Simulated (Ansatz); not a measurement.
Random displacements in WSe2

Method: DFT PBE, scalar-relativistic, plane waves, PAW in Ansatz 0.2.0. Settings: plane waves to 420 eV, k-mesh 12×12×1 (Γ-centred), Gaussian smearing 0.05 eV. Spin–orbit coupling is left out, which matters for the heavy elements here. No spin polarisation. Energies are free energies at this smearing, counted from the undisturbed cell; pressure is positive in compression.

The starting cell (relaxed at this level; this form isn't the usual structure):

```
CELL_PARAMETERS angstrom
3.32068 0.00000 0.00000
-1.66034 2.87579 0.00000
0.00000 0.00000 38.77011
ATOMIC_POSITIONS crystal
W 0.66667 0.33333 0.90171
W 0.66667 0.33333 0.29464
W 0.33333 0.66667 0.70536
W 0.33333 0.66667 0.09829
Se 0.33333 0.66667 0.94500
Se 0.33333 0.66667 0.33792
Se 0.66667 0.33333 0.74865
Se 0.66667 0.33333 0.14158
Se 0.33333 0.66667 0.85842
Se 0.33333 0.66667 0.25135
Se 0.66667 0.33333 0.66208
Se 0.66667 0.33333 0.05500
```

The cell holds layers and no dispersion correction was added, so their binding is poorly described.

The atoms are displaced (Å, in the unstrained cell):

```csv
atom,ux,uy,uz
W1,-0.027,-0.004,0.043
W2,-0.025,0.033,0.039
W3,-0.046,0.039,0.013
W4,0.016,-0.032,-0.059
Se5,0.033,0.021,-0.032
Se6,-0.019,0.013,0.004
Se7,-0.023,-0.027,-0.018
Se8,-0.020,-0.024,-0.007
Se9,0.021,0.014,-0.009
Se10,0.040,0.023,0.005
Se11,-0.018,-0.033,-0.006
Se12,0.069,-0.022,0.027
```

Strain (Voigt, engineering shear): (0.0419, -0.0553, -0.0720, 0.1092, 0.1035, 0.0452).

(1) What are the energy change, the stress and the forces?

Answers

(1) ΔE = 467.7 meV/atom; stress (xx, yy, zz, yz, xz, xy; compression positive) (6.05, 20.33, 21.31, -14.47, -9.04, -2.88) GPa; gap on the mesh 0.48 eV.
```csv
atom,Fx (eV/Å),Fy,Fz
W1,1.08,3.06,-4.49
W2,0.70,1.85,-2.71
W3,1.24,-3.49,1.26
W4,0.04,-2.64,3.84
Se5,-2.25,-4.25,6.36
Se6,-1.78,-3.27,4.83
Se7,-2.28,-1.00,3.28
Se8,-1.46,-1.45,1.96
Se9,1.18,1.19,-1.87
Se10,1.08,1.42,-2.09
Se11,1.04,4.50,-4.56
Se12,1.41,4.10,-5.80
```

Cost: 1 run of about 8 core-minutes, on Intel Xeon Processor @ 2.50GHz (Skylake/Cascade Lake) (shared hosts).